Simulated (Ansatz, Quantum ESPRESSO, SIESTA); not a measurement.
One calculation of Ge, 3 ways

```
Ge
1.0
     1.48805   -2.59469    0.00000
     1.48805    2.59469    0.00000
     0.00000    0.00000    4.72760
Ge
2
Direct
  0.33345 0.66655 0.25000
  0.66655 0.33345 0.75000
```

This isn't the form of Ge at room conditions, which is diamond.

Alike in all runs: task band structure; functional LDA; k mesh 10 × 10 × 6; occupations fermi-dirac, width 0.05 eV; no spin polarisation; no spin-orbit coupling. LDA stands for any of its common fits. Pressure is positive in compression and, in plane waves, holds the error of the finite cutoff.

| program and potentials | plane-wave cutoff (eV) | notes | pressure (GPa) |
| --- | --- | --- | --- |
| Quantum ESPRESSO, GBRV 1.5 LDA | 612 | - | -1.45 |
| Ansatz, all-electron LAPW, scalar-relativistic | - | - | -1.18 |
| SIESTA, files PseudoDojo sr-lda-0.4.1-standard, DZP (energy shift 0.003 Ry; two zetas on semicore shells) | - | atomic basis | 0.06 |

The pressure spans -1.45 (Quantum ESPRESSO, GBRV 1.5 LDA) to 0.06 GPa (SIESTA, files PseudoDojo sr-lda-0.4.1-standard, DZP (energy shift 0.003 Ry; two zetas on semicore shells)), with all-electron results at -1.18. Rows in atomic bases carry the error of their basis and grid, which can be large.

The functional is the same throughout but for its coding, so the spread measures potentials, basis and numerics; runs on potential files found faulty are left out.

The cell is a slightly distorted hexagonal close-packed arrangement, far denser than diamond-type Ge, yet all three runs put it close to zero pressure. Close packing gives up the four directed sp³ bonds of the diamond form for more numerous, weaker contacts with delocalised, metallic bonding, so a small volume per atom need not imply strong compression. Hexagonal close-packed Ge is known experimentally only at very high pressure; the small values here mean that the cell lies near a balance of mean stress, not that the phase is stable at ambient conditions.

The all-electron and plane-wave results, -1.18 and -1.45 GPa, agree that the lattice is mildly stretched and would tend to contract. SIESTA gives 0.06 GPa, essentially no net tendency either way, a shift that probably reflects its limited atomic basis, though its different pseudopotential may contribute. The direction of the small volume relaxation is therefore less secure than the nearness to balance. A near-zero mean pressure also leaves open whether the individual stress components vanish, and so whether the slight in-plane distortion would persist.
